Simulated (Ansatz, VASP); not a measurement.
Given: the input of a run of VASP 6.6.1 on GaN. The cell is a database's computed one, not the measured one.

INCAR

```
  PREC = Accurate
  ENCUT = 520
  EDIFF = 1E-6
  ISMEAR = 0
  SIGMA = 0.023
  LREAL = False
  LASPH = True
  NELM = 80
  ALGO = Fast
  ISIF = 2
  LWAVE = False
  LCHARG = False
  GGA = PE
  NBANDS = 16
```

File KPOINTS:

```
regular mesh
0
Gamma
  10 10 10
```

POSCAR

```
GaN
1.0
    0.0000000000      2.2535006075      2.2535006075
    2.2535006075      0.0000000000      2.2535006075
    2.2535006075      2.2535006075      0.0000000000
Ga N
1 1
Direct
    0.0000000000      0.0000000000      0.0000000000
    0.2500000000      0.2500000000      0.2500000000
```

Potentials or basis: VASP PAW PBE potentials, release 64 (Ga_d, N).

Run with:

```bash
$ cat potpaw_PBE.64/Ga_d/POTCAR potpaw_PBE.64/N/POTCAR > POTCAR
$ mpirun -np 1 vasp_std > vasp.out
```

Q: Translate it to Ansatz 0.2.0. Potentials or basis there: Ansatz PAW, cutoff 420 eV.

A: As run (cutoffs and basis follow the program's own potentials, and thresholds, step limits or extra output files can differ):

The input input.yaml:

```yaml
crystal:
  lattice:
    - [0.0, 2.2535006075, 2.2535006075]
    - [2.2535006075, 0.0, 2.2535006075]
    - [2.2535006075, 2.2535006075, 0.0]
  atoms:
    - { symbol: Ga, position: [0.0, 0.0, 0.0] }
    - { symbol: "N", position: [0.25, 0.25, 0.25] }
hamiltonian:
  xc: pbe
  pseudopotentials: { kind: paw }
kpoints:
  mp_grid: { grid: [10, 10, 10] }
scf:
  occupations: { method: gaussian, width: 0.023 }
output:
  forces: true
  stress: true
  eigenvalues: true
  write_density: true
  write_potential: true
  elf: true
  volumetric_format: npy
```

Potentials or basis: Ansatz PAW.

Run with:

```bash
$ ansatz run input.yaml --threads 2 --pin off --max-ram 5632MiB --backend cpu --events-out ev --progress --plain --runs-dir out
```

Both were run:

|  | VASP | Ansatz |
| --- | --- | --- |
| Pressure | 5.0 GPa | 5.0 GPa |

Ansatz's pressure holds a Pulay term of +0.51 GPa for its cutoff of 420 eV, which the other run lacks.

Where Ansatz's input types no cutoff or centring, it takes its own default and a Γ-centred mesh.

Pressure is positive in compression.
